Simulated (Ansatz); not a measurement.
# Hf2NS2 MXene monolayer in a perpendicular field

Wanted: the out-of-plane response of the Hf2NS2 MXene monolayer. A positive field points along +c.

Method: plane-wave DFT, PBE-D3(BJ), Ansatz PAW (set soft_1); PAW set soft_1, in Ansatz 0.2.0.

## (1) Starting point

The cell holds 5 atoms: 2 S, 2 Hf and 1 N. Cell: a = 3.217 Å, b = 3.217 Å, c = 43.448 Å, α = 90.0°, β = 90.0°, γ = 120.0°. Vacuum lies along c.

## (2) Relaxation

The starting cell is a guess, so the in-plane lattice and the atoms are relaxed first, with the slab cut off from its images along the normal.

input.yaml reads:

```yaml
crystal:
  lattice:
    - [3.2175, 0.0, 0.0]
    - [-1.60875, 2.7864367367, 0.0]
    - [0.0, 0.0, 43.4484494511]
  atoms:
    - { symbol: S, position: [0.3333333333, 0.6666666667, 0.4280935277] }
    - { symbol: Hf, position: [0.6666666667, 0.3333333333, 0.4707805504], spin: 1.0 }
    - { symbol: "N", position: [0.0, 0.0, 0.5] }
    - { symbol: Hf, position: [0.3333333333, 0.6666666667, 0.5292194496], spin: 1.0 }
    - { symbol: S, position: [0.6666666667, 0.3333333333, 0.5719064723] }
  periodic: [true, true, false]
magnetization:
  spin_polarized: true
kpoints:
  mp_grid: { grid: [12, 12, 1] }
hamiltonian:
  xc: pbe
  dispersion: d3bj
  pseudopotentials: { kind: paw, azcp: { folder: soft_1 } }
scf:
  occupations: { method: fermi_dirac, width: 0.05 }
  convergence: { dr2_threshold: 1.0e-09 }
relax:
  f_tol: 0.004
  max_steps: 90
  cell: {}
output:
  write_potential: true
  write_density: true
  volumetric_format: npy
```

The run is started by

```console
> ansatz run input.yaml --threads 2 --pin off --max-ram 3072MiB --backend cpu --events-out ev --progress --plain --runs-dir out
```

Numbers of over 12 decimals in the logs are rounded to 6 here.

The log of the run:

```text
Warning: relax.cell: scf.convergence.dr2_threshold = 1e-9 eV is looser than the 1.8938525231e-10 eV advised for a relaxation that steers and ends on the stress (1e-10 eV for each atom of the cell: 5, times the square of relax.cell.stress_2d_tol = 0.05 N/m over 16.2 Å (the atoms' height at the walk's start and 5 Å past either face), 3.077e-2 GPa, over a crystal's default 0.05). What an SCF threshold leaves in a stress goes as its square root, and in the free energy as the threshold itself, and one threshold admits the most on a small cell: [figures from the program's tests cut] Set scf.convergence.dr2_threshold to 1.8938525231e-10 eV or tighter. [rest of the remark cut]
Engine: ansatz 0.2.0, aarch64-unknown-linux-gnu
Pseudopotentials: kind: paw
Pseudopotential: S, paw, valence charge 6, recommended cutoff 420 eV (normal), soft_1/S.paw.azcp
Pseudopotential: Hf, paw, valence charge 26, recommended cutoff 420 eV (normal), soft_1/Hf.paw.azcp
Pseudopotential: N, paw, valence charge 5, recommended cutoff 420 eV (normal), soft_1/N.paw.azcp
Functional definition: PBE
  parameter kappa = 0.804
  parameter beta = 0.066725
  exchange = pbe_x(kappa = kappa, mu = beta*pi^2/3)
  correlation = pbe_c(beta = beta)
Crystal: 5 atoms, lattice volume = 389.531 Å³
Basis set: ecut = 420 eV, 7717 PW (Γ), exchange–correlation on 48×48×600 points (8 copies of the dense FFT grid, shifted against one another)
Bands: 43, of which v1, the nominal top of the filled ones, is band 35 counted from 1 (34 counted from 0)
Symmetry: 12 space group operations
Space group: P-3m1 (ITA 164), of the structure as read, at distance tolerance 7.3e-5 Å
Magnetic group: BNS 164.85 (UNI 1315), of the structure as read, at distance tolerance 7.3e-5 Å
k-points: 19 of 144
Non-local potential: S, projectors of the file, l = 0: 2, l = 1: 2, l = 2: 1
Non-local potential: Hf, projectors of the file, l = 0: 3, l = 1: 2, l = 2: 2, l = 3: 3
Non-local potential: N, projectors of the file, l = 0: 2, l = 1: 2, l = 2: 1
PAW form: soft (Blöchl's): semilocal exchange-correlation on the pseudo side does not see the compensation charge
PAW one-centre angular grid: S, 110 points (default); XC on 64 Gauss nodes
PAW one-centre angular grid: Hf, 590 points (default); XC on 64 Gauss nodes
PAW one-centre angular grid: N, 110 points (default); XC on 64 Gauss nodes
Initial density: superposition of atomic densities (neutral atoms: chi_scale 0, normalization atom)
Starting moments: Σ|m| = 2 μB on 2 of 5 sites
Initial wavefunctions: pseudopotential atomic-orbital guess
Functional: x = pbe(κ = 0.804, μ = 0.219515), c = pbe(β = 0.066725)
SCF iter   1: F=—  HF=-33642.828064 eV  |F-HF|=—  |Δ(HF+E_count)|=         —  Δρ=2.25e-2 (↑2.25e-2 ↓2.11e-2)  dr2=9.22e0  dr2_m=1.47e-1  M=0.451 μB ∫|m|=0.695 μB  β_m=0.30  ethr=3.10e-3  ⟨swp⟩=15.6  Hψ=11471  notcnv=0  defer=3
Mixer restart at iter 1: flushing history
preconditioner: auto → LDOS  [metal: Δε(μ)=0.012 eV  Ē_g=16.462 eV  σ=0.050 eV  W_gap=0.06  n_scr=28 (ndim 8)  ℏωp=15.2 eV  f_vac=0.773  D(μ)=1.80/eV (n_scr^D=12)]
spin=Collinear: LDOS preconditioning applied to the charge; magnetization (m = ρ↑ − ρ↓) channel mixes plain (no charge-response kernel on spin).
SCF iter   2: F=—  HF=-33640.856919 eV  |F-HF|=—  |Δ(HF+E_count)|=    1.97e0  Δρ=1.13e-2 (↑1.13e-2 ↓9.29e-3)  dr2=1.97e0  dr2_m=8.24e-2  M=0.358 μB ∫|m|=0.598 μB  β_m=0.41  ethr=3.10e-3  ⟨swp⟩=3.9  Hψ=4074  notcnv=0  defer=99
SCF iter   3: F=—  HF=-33640.544263 eV  |F-HF|=—  |Δ(HF+E_count)|=   3.13e-1  Δρ=5.26e-3 (↑5.26e-3 ↓3.85e-3)  dr2=3.26e-1  dr2_m=2.43e-2  M=0.240 μB ∫|m|=0.420 μB  β_m=0.61  ethr=2.86e-3  ⟨swp⟩=3.1  Hψ=3158  notcnv=0  defer=102
SCF iter   4: F=—  HF=-33640.633162 eV  |F-HF|=—  |Δ(HF+E_count)|=   8.89e-2  Δρ=1.78e-3 (↑1.78e-3 ↓1.73e-3)  dr2=2.83e-2  dr2_m=2.57e-3  M=0.104 μB ∫|m|=0.188 μB  β_m=0.57  ethr=4.72e-4  ⟨swp⟩=3.6  Hψ=3537  notcnv=0  defer=102
SCF iter   5: F=—  HF=-33640.636818 eV  |F-HF|=—  |Δ(HF+E_count)|=         —  Δρ=9.54e-4 (↑9.54e-4 ↓9.12e-4)  dr2=2.36e-3  dr2_m=2.37e-3  M=0.043 μB ∫|m|=0.105 μB  β_m=0.57  ethr=4.11e-5  ⟨swp⟩=3.8  Hψ=4492  notcnv=0  defer=102
SCF iter   6: F=—  HF=-33640.638902 eV  |F-HF|=—  |Δ(HF+E_count)|=   2.08e-3  Δρ=5.44e-4 (↑5.44e-4 ↓5.02e-4)  dr2=4.24e-4  dr2_m=8.47e-4  M=0.026 μB ∫|m|=0.067 μB  β_m=0.75  ethr=3.42e-6  ⟨swp⟩=3.3  Hψ=3720  notcnv=0  defer=102
SCF iter   7: F=—  HF=-33640.640048 eV  |F-HF|=—  |Δ(HF+E_count)|=   1.15e-3  Δρ=2.31e-4 (↑2.16e-4 ↓2.31e-4)  dr2=9.34e-5  dr2_m=1.49e-4  M=0.011 μB ∫|m|=0.030 μB  β_m=0.78  ethr=6.14e-7  ⟨swp⟩=3.6  Hψ=3832  notcnv=0  defer=102
SCF iter   8: F=—  HF=-33640.640263 eV  |F-HF|=—  |Δ(HF+E_count)|=   2.15e-4  Δρ=7.17e-5 (↑7.17e-5 ↓6.88e-5)  dr2=2.81e-5  dr2_m=1.21e-5  M=0.003 μB ∫|m|=0.009 μB  β_m=0.72  ethr=1.35e-7  ⟨swp⟩=3.8  Hψ=4166  notcnv=0  defer=102
SCF iter   9: F=—  HF=-33640.640284 eV  |F-HF|=—  |Δ(HF+E_count)|=   2.14e-5  Δρ=2.05e-5 (↑2.05e-5 ↓1.04e-5)  dr2=1.73e-6  dr2_m=6.69e-7  M=0.000 μB ∫|m|=0.002 μB  β_m=0.72  ethr=4.08e-8  ⟨swp⟩=3.4  Hψ=3645  notcnv=0  defer=102
SCF iter  10: F=—  HF=-33640.640285 eV  |F-HF|=—  |Δ(HF+E_count)|=   7.75e-7  Δρ=4.68e-6 (↑4.68e-6 ↓4.50e-6)  dr2=8.25e-8  dr2_m=5.97e-8  M=-0.000 μB ∫|m|=0.000 μB  β_m=0.75  ethr=2.51e-9  ⟨swp⟩=4.4  Hψ=4666  notcnv=0  defer=102
SCF iter  11: F=—  HF=-33640.640285 eV  |F-HF|=—  |Δ(HF+E_count)|=   1.48e-7  Δρ=1.68e-6 (↑1.42e-6 ↓1.68e-6)  dr2=6.09e-9  dr2_m=7.13e-9  M=-0.000 μB ∫|m|=0.000 μB  β_m=0.81  ethr=1.20e-10  ⟨swp⟩=4.1  Hψ=4203  notcnv=0  defer=102
SCF iter  12: F=—  HF=-33640.640285 eV  |F-HF|=—  |Δ(HF+E_count)|=   5.32e-8  Δρ=6.03e-7 (↑6.03e-7 ↓2.35e-7)  dr2=2.62e-9  dr2_m=3.70e-10  M=-0.000 μB ∫|m|=0.000 μB  β_m=0.77  ethr=8.83e-12  ⟨swp⟩=4.2  Hψ=4507  notcnv=0  defer=102
SCF iter  13: F=-33640.640285 eV  HF=-33640.640285 eV  |F-HF|=1.30e-9  |Δ(HF+E_count)|=   1.31e-8  Δρ=1.07e-7 (↑1.07e-7 ↓1.02e-7)  dr2=6.01e-11  dr2_m=1.80e-11  M=-0.000 μB ∫|m|=0.000 μB  ethr=1.00e-12  ⟨swp⟩=30.6  Hψ=31128  notcnv=0
WARN: eigensolver did not converge (σ=↑ k=0): 1 band(s) unlocked after 100 sweeps at occupation × residual norm < 1.00e-8 eV (lowest unlocked band 20, counted from 0, weighed at 1.000 electrons; max residual 2.58e-8 eV among the unlocked bands, 1.09e-6 eV over every band, not weighted by occupation; other slots of this pass that fall short are told together in one closing line; warning suppressed for the rest of this close's residual-converged pass)
[...]
relax step   8: F+E_penalty+E_count = -33641.64495487 eV  Δ(F+E_penalty+E_count) = -1.084e-2 eV  max|allowed force component| = 2.876e-3 eV/Å  Δτ_max = 0.0000 Å  P = +0.164 N/m  Ω = 430.067 Å³  fix = [c, alpha, beta]  reactions: c +0.000 N/m  stress off target by 1.64e-1 N/m on what of the cell is left free  SCF on the basis re-selected at this cell (its energy is not comparable with the rows above)  (7 SCF iters)
[...]
relax step   9: F+E_penalty+E_count = -33641.64495928 eV  Δ(F+E_penalty+E_count) = -4.412e-6 eV  max|allowed force component| = 1.123e-4 eV/Å  Δτ_max = 0.0018 Å  P = +0.013 N/m  Ω = 430.639 Å³  energy of the carried Pulay correction = -7.461e-5 eV  fix = [c, alpha, beta]  reactions: c +0.000 N/m  (6 SCF iters, accepted)
iter 1 solved again at ethr=8.73e-7 eV; its pass at ethr=3.10e-3 eV (dr2=6.03e-4 eV) is discarded
SCF iter   1: F=—  HF=-33641.644110 eV  |F-HF|=—  |Δ(HF+E_count)|=         —  Δρ=1.87e-5 (↑1.87e-5 ↓1.87e-5)  dr2=2.16e-7  dr2_m=7.40e-11  M=-0.000 μB ∫|m|=0.000 μB  β_m=0.65  ethr=8.73e-7  ⟨swp⟩=5.8  Hψ=18665  notcnv=0
eigensolver tolerance schedule: the retry pair's looser diagonalisation over-reported the residual by 2783.50 of it (diagonalisation noise at 3.64 of the residual, at the tolerance the schedule requests for it); recorded, not acted on — ethr = c·dr2/N_el stays at c = 1.0e-1
preconditioner: auto → LDOS  [metal: Δε(μ)=0.049 eV  Ē_g=16.868 eV  σ=0.050 eV  W_gap=0.24  n_scr=26 (ndim 8)  ℏωp=14.4 eV  f_vac=0.791  D(μ)=1.91/eV (n_scr^D=12)]
spin=Collinear: LDOS preconditioning applied to the charge; magnetization (m = ρ↑ − ρ↓) channel mixes plain (no charge-response kernel on spin).
SCF iter   2: F=—  HF=-33641.644755 eV  |F-HF|=—  |Δ(HF+E_count)|=   6.46e-4  Δρ=6.80e-6 (↑6.80e-6 ↓6.79e-6)  dr2=1.52e-7  dr2_m=2.69e-11  M=-0.000 μB ∫|m|=0.000 μB  β_m=0.43  ethr=3.14e-10  ⟨swp⟩=5.8  Hψ=6733  notcnv=0
SCF iter   3: F=—  HF=-33641.644799 eV  |F-HF|=—  |Δ(HF+E_count)|=   4.34e-5  Δρ=5.72e-6 (↑5.72e-6 ↓5.72e-6)  dr2=2.75e-8  dr2_m=2.06e-11  M=-0.000 μB ∫|m|=0.000 μB  β_m=0.72  ethr=2.20e-10  ⟨swp⟩=2.9  Hψ=2099  notcnv=0
SCF iter   4: F=—  HF=-33641.645032 eV  |F-HF|=—  |Δ(HF+E_count)|=   2.34e-4  Δρ=6.10e-7 (↑6.05e-7 ↓6.10e-7)  dr2=1.35e-8  dr2_m=2.65e-12  M=-0.000 μB ∫|m|=0.000 μB  β_m=0.73  ethr=3.99e-11  ⟨swp⟩=4.7  Hψ=4229  notcnv=0
SCF iter   5: F=—  HF=-33641.645034 eV  |F-HF|=—  |Δ(HF+E_count)|=   1.83e-6  Δρ=2.96e-7 (↑2.89e-7 ↓2.96e-7)  dr2=2.86e-9  dr2_m=9.51e-13  M=-0.000 μB ∫|m|=0.000 μB  β_m=0.78  ethr=1.96e-11  ⟨swp⟩=3.1  Hψ=2897  notcnv=0
SCF iter   6: F=-33641.645035 eV  HF=-33641.645035 eV  |F-HF|=4.58e-8  |Δ(HF+E_count)|=   3.09e-7  Δρ=7.98e-8 (↑7.54e-8 ↓7.98e-8)  dr2=1.69e-10  dr2_m=4.00e-13  M=-0.000 μB ∫|m|=0.000 μB  ethr=1.45e-12  ⟨swp⟩=15.1  Hψ=16620  notcnv=0
the starting moments were not kept: the SCF closed with an absolute magnetisation of 1.9e-6 μB, where they sum to 2 μB in size (2 sites). That is at most 0.1 of that sum. Measured as dr2_m measures the in/out step, that magnetisation stands 2.9e-13 eV from none, at or under the dr2_threshold of 1.0e-9 eV: it is no larger than a step whose dr2_m would equal this threshold.
SCF 10 converged in 6 iterations: F = -33641.645035 eV  dr2 = 1.69e-10
relax step  10: F+E_penalty+E_count = -33641.64503462 eV  Δ(F+E_penalty+E_count) = -7.534e-5 eV  max|allowed force component| = 1.164e-4 eV/Å  Δτ_max = 0.0000 Å  P = +0.013 N/m  Ω = 430.639 Å³  fix = [c, alpha, beta]  reactions: c +0.000 N/m  stress off target by 1.27e-2 N/m on what of the cell is left free  SCF on the basis re-selected at this cell (its energy is not comparable with the rows above)  (6 SCF iters)
basis re-selected at this cell: Δ(F+E_penalty+E_count) = -7.534e-5 eV, ΔP = +0.000 N/m vs the last step (what re-selecting the basis moved, of the pressure what is left beyond the Pulay correction that the steps carried, after the strain that the cell walked since its last selection, with what the two solves' SCF thresholds leave and, on support functions, any second-order correction that the steps lacked; it is no m [...]
WARN: The input density's exchange-correlation potential varies sharply where the density is thin. Do not read a vacuum level from v_tot or v_xc, or from such a field of the output density. On a cell that repeats whose density bears no net charge and no dipole along the vacuum's axis use v_es (v_loc + v_h of the components); under efield.dipole_correction with no amplitude use v_es + v_field, which holds any external [...]
SCF converged after 6 iterations
Magnetization: -0.0000 μB (34.5000 up, 34.5000 down)
Absolute magnetization: 0.0000 μB (∫|ρ↑−ρ↓|, with the PAW one-centre terms)
Spin contamination: 0.0000 ħ² per cell (⟨S²⟩ above its minimum at these occupations)
Per-site moments (μB) at R_I (Å): [(1.3432576948803912e-8, 1.031159), (-2.3578900140367486e-7, 0.962163), (2.9748654144264507e-7, 0.962163), (-2.3578900122433207e-7, 0.962163), (1.3432576819819958e-8, 1.031159)]
Free energy (F): -33641.645035 eV
Harris-Foulkes:  -33641.645035 eV  (|F-HF|=4.58e-8)
Internal energy: -33641.630480 eV  (E = F + TS)
E sigma→0 (E₀):  -33641.637757 eV
Entropy (-TS):   -0.014555 eV (-2.911 meV/atom)
Fermi energy:    -5.541909 eV
--- Per-component energies (eV) ---
  E_band       = -1499.082752
  E_kinetic    = 1155.087866
  E_local      = -401765.326281  (includes V_loc(G=0)·N_el)
  E_nonlocal   = 225.712681
  E_hartree    = 199898.694166
  E_xc         = -771.512889
  E_vxc        = -752.112313  (∫ρ·V_xc dr)
  E_paw        = -16740.903488  (= ΣΔE_a)
  E_vpaw       = -159.838674  (= ΣTr[D̂ρ^β])
  E_aug_tail   = 0.000970  (compensation charges beyond the density's cutoff)
  E_ewald      = 184358.050203
  E_disp       = -1.433707  (pairwise vdW)
  E_smearing   = -0.014555  (= −TS)
  E_closure    = -0.000000  (closes the sum)
  Σ components = -33641.645035   (vs F -33641.645035, Δ=0.00e0)
--- Forces (eV/Å), atoms counted from 1 ---
  atom   1  S      0.00000000    -0.00000000     0.00007053
  atom   2  Hf    -0.00000000    -0.00000000     0.00011644
  atom   3  N     -0.00000000    -0.00000000     0.00000000
  atom   4  Hf     0.00000000     0.00000000    -0.00011644
  atom   5  S      0.00000000     0.00000000    -0.00007053
  max |Σ_I F_I| component: 2.89e-18 eV/Å
--- 2D stress c σ (N/m, compression-positive) ---
        0.012698       0.000000       0.000000
        0.000000       0.012698       0.000000
        0.000000       0.000000       0.000000
  P = ½ c Tr σ = 0.0127 N/m
--- Band table (eV; the first three rows and the last of 38) ---
  k-point 0 ↑: bands = [... 31 lower, -7.4134, -6.3027, -6.3027, -4.8896, -4.8896, -4.6030, -3.5319, -2.8567, ... 4 higher]
  k-point 1 ↑: bands = [... 31 lower, -7.0924, -6.9491, -6.5720, -5.0399, -4.5811, -4.3823, -3.2895, -2.9831, ... 4 higher]
  k-point 2 ↑: bands = [... 31 lower, -7.4723, -7.1777, -6.9508, -5.5731, -4.0588, -3.9576, -3.1963, -2.6385, ... 4 higher]
  k-point 18 ↓: bands = [... 31 lower, -8.9118, -8.4771, -8.4771, -4.0240, -4.0240, -3.4201, -1.6499, -1.6499, ... 4 higher]
  the weakly bound empty levels are not read free of the cell's end (no_gap_told)
--- Relaxed structure (8 steps of the walk, 8 accepted, 2 SCFs on fresh bases) ---
  F+E_penalty+E_count = -33641.64503462 eV   max|allowed force component| = 1.164e-4 eV/Å   (the final SCF, on the basis selected at the relaxed cell)
  cell:  # Å, volume = 430.6389 Å³
    - [3.383017, 0.0, 0.0]
    - [-1.691508, 2.929779, 0.0]
    - [0.0, 0.0, 43.4484494511]
  atoms:
    - { symbol: S, position: [0.333333, 0.666667, 0.434747] }
    - { symbol: Hf, position: [0.666667, 0.333333, 0.470654] }
    - { symbol: N, position: [0, 0, 0.500000] }
    - { symbol: Hf, position: [0.333333, 0.666667, 0.529346] }
    - { symbol: S, position: [0.666667, 0.333333, 0.565253] }
```

Elapsed: 4.8 min, on 2 threads of Arm Neoverse V1, shared host; peak memory 1 GiB.

The steps of the relaxation:

```tsv
step	energy less that of the first step (eV)	largest force component (eV/Å)	volume (Å³)
1	0.0000	2.3957	389.53
2	-0.7610	0.7937	399.92
3	-0.8510	1.4350	439.10
4	-0.9879	0.1194	433.76
5	-0.9930	0.0650	431.07
6	-0.9938	0.0171	430.05
7	-0.9938	0.0001	430.07
8*	-1.0047	0.0029	430.07
9	-1.0047	0.0001	430.64
10*	-1.0048	0.0001	430.64
```

Relaxation steps marked * repeat the geometry before them on a plane-wave basis chosen anew for their cell, so energy and pressure can jump there.

Forces are held to the 12 operations that the run works with; a distortion that breaks them can't arise in this run.

```tsv
cell as run	before	after	change
a (Å)	3.217	3.383	+5.1 %
b (Å)	3.217	3.383	+5.1 %
```

The atoms that moved most (Å, along periodic axes as changes of fractional coordinates times the final cell, across vacuum about the mean position):

```tsv
atom	dx	dy	dz	length
S5	0.000	0.000	-0.289	0.289
S1	0.000	0.000	0.289	0.289
Hf2	0.000	0.000	-0.005	0.005
Hf4	0.000	0.000	0.005	0.005
```

The relaxed structure:

```cif
data_structure
_symmetry_space_group_name_H-M 'P 1'
_symmetry_Int_Tables_number 1
_cell_length_a 3.3830
_cell_length_b 3.3830
_cell_length_c 43.4484
_cell_angle_alpha 90.000
_cell_angle_beta 90.000
_cell_angle_gamma 120.000
_cell_volume 430.64
loop_
_atom_site_label
_atom_site_type_symbol
_atom_site_fract_x
_atom_site_fract_y
_atom_site_fract_z
_atom_site_occupancy
S1 S 0.33333 0.66667 0.43475 1
Hf2 Hf 0.66667 0.33333 0.47065 1
N3 N 0.00000 0.00000 0.50000 1
Hf4 Hf 0.33333 0.66667 0.52935 1
S5 S 0.66667 0.33333 0.56525 1
```

This step gave:

| Quantity | Value |
| --- | --- |
| energy at zero smearing | -33641.6378 eV |

The lattice constant a goes from 3.217 to 3.383 Å.

[end of part 1 of 2]

[Logs are printed without paths, hosts, clocks, repeated set-up lines and the standing remarks that a program may print on its own settings, such as how far it seeks lower states.]

[Hosts, paths, dates, database ids (printed as entryN), source tags and the programs' standing remarks are cut or masked in the printed files.]

[Maps of the electrostatic potential energy from Ansatz leave out the sawtooth potential of an applied field or a dipole correction, so their vacuum need not be flat; planar profiles and work functions include it.]
